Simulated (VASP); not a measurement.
Here is a VASP 6.6.1 calculation.

The input INCAR:

```
PREC = Accurate ; ENCUT = 520
EDIFF = 1E-6 ; ISMEAR = -1
SIGMA = 0.05 ; LREAL = False
LASPH = True ; NELM = 80
ALGO = Normal ; ISIF = 2
LWAVE = False ; LCHARG = True
GGA = RE ; IVDW = 12
LELF = True ; LVHAR = True
NBANDS = 16
```

KPOINTS

```
Automatic mesh
0
Gamma
  8 8 8
```

File POSCAR:

```
GaSb
1.0
    0.0000000000      3.0176570942      3.0176570942
    3.0176570942      0.0000000000      3.0176570942
    3.0176570942      3.0176570942      0.0000000000
Sb Ga
1 1
Direct
    0.7500000000      0.7500000000      0.7500000000
    0.0000000000      0.0000000000      0.0000000000
```

Potentials or basis: VASP PAW PBE potentials, release 64 (Sb, Ga_d).

Launch:

```sh
$ cat potpaw_PBE.64/Sb/POTCAR potpaw_PBE.64/Ga_d/POTCAR > POTCAR
$ mpirun -np 1 vasp_std > vasp.out
```

Problem. What does it give for the band gap on the k mesh?

Solution. 0.40 eV, direct.

Problem. Predict the pressure.

Solution. 1.9 GPa.

Problem. What does it give for the dispersion energy per atom?

Solution. -0.656 eV.

Caveat: the PAW data sets were made with another functional, which shifts forces and pressure a little; spin-orbit coupling is left out, which moves the levels of the heavy elements.

**Experimental background.**

From a printed reference work, data compilation, for a bulk crystal of GaSb at 4.2 K: band gap 0.811 eV (direct).

Against the measured gap of GaSb, 0.811 eV (direct; 4.2 K; a printed reference work, data compilation), the calculated 0.40 eV is off by -0.41 eV. Spin-orbit coupling on Ga, Sb is left out. The value is that of revPBE+D3(BJ) on a finite k mesh, which can miss the band edges, without temperature or zero-point motion. Semilocal functionals fall short of measured gaps as a rule.
